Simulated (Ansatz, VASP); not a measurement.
**BN: VASP beside Ansatz**

Contents of INCAR:

```
  PREC = Accurate
  ENCUT = 520
  EDIFF = 1E-6
  ISMEAR = 0
  SIGMA = 0.05
  LREAL = F
  LASPH = T
  NELM = 60
  ALGO = Normal
  ISIF = 2
  LWAVE = F
  LCHARG = F
  GGA = PE
  NBANDS = 16
```

KPOINTS

```
Automatic mesh
0
Gamma
  12 12 6
```

The input POSCAR:

```
BN
1.0
    2.5162613945      0.0000000000      0.0000000000
   -1.2581306973      2.1791462902      0.0000000000
    0.0000000000      0.0000000000      4.3512499713
B N
2 2
Direct
    0.6666666667      0.3333333333      0.9998058547
    0.3333333333      0.6666666667      0.4998058547
    0.6666666667      0.3333333333      0.6251941453
    0.3333333333      0.6666666667      0.1251941453
```

Input for Ansatz:

```yaml
crystal:
  lattice:
    - [2.5162613945, 0.0, 0.0]
    - [-1.2581306973, 2.1791462902, 0.0]
    - [0.0, 0.0, 4.3512499713]
  atoms:
    - { symbol: B, position: [0.6666666667, 0.3333333333, 0.9998058547] }
    - { symbol: B, position: [0.3333333333, 0.6666666667, 0.4998058547] }
    - { symbol: "N", position: [0.6666666667, 0.3333333333, 0.6251941453] }
    - { symbol: "N", position: [0.3333333333, 0.6666666667, 0.1251941453] }
basis:
  ecutwfc: 420
kpoints:
  mp_grid: { grid: [12, 12, 6] }
hamiltonian:
  xc: pbe
scf:
  occupations: { method: gaussian, width: 0.05 }
output:
  forces: true
  stress: true
  eigenvalues: true
```

Change from the starting cell: strain -0.015 along x and y, +0.030 along z, atoms carried along.

Alike in both runs: task single point; functional PBE; k mesh 12 × 12 × 6; occupations gaussian, width 0.05 eV; no spin polarisation.

```csv
,VASP,Ansatz
version,VASP 6.6.1,Ansatz 0.2.0
potentials or method,"VASP PAW PBE potentials, release 64 (B, N)","scalar-relativistic, plane waves, PAW"
plane-wave cutoff (eV),520,420
valence electrons in the cell,16,16
```

|  | VASP | Ansatz | Ansatz less VASP |
| --- | --- | --- | --- |
| gap on the k mesh at the Fermi level (eV) | 5.05 | 5.06 | +0.016 |
| least direct gap on the mesh (eV) | 7.08 | 7.09 | +0.004 |
| pressure (GPa) | 1.3 | 1.1 | -0.25 |
| largest component of the traceless stress (GPa) | 27.66 | 27.43 | -0.231 |
| rms of the force components (eV/Å) | 0.033 | 0.039 | +0.0066 |

Atom by atom the forces differ by 0.007 eV/Å (rms over components).

A k mesh can miss the band edges.
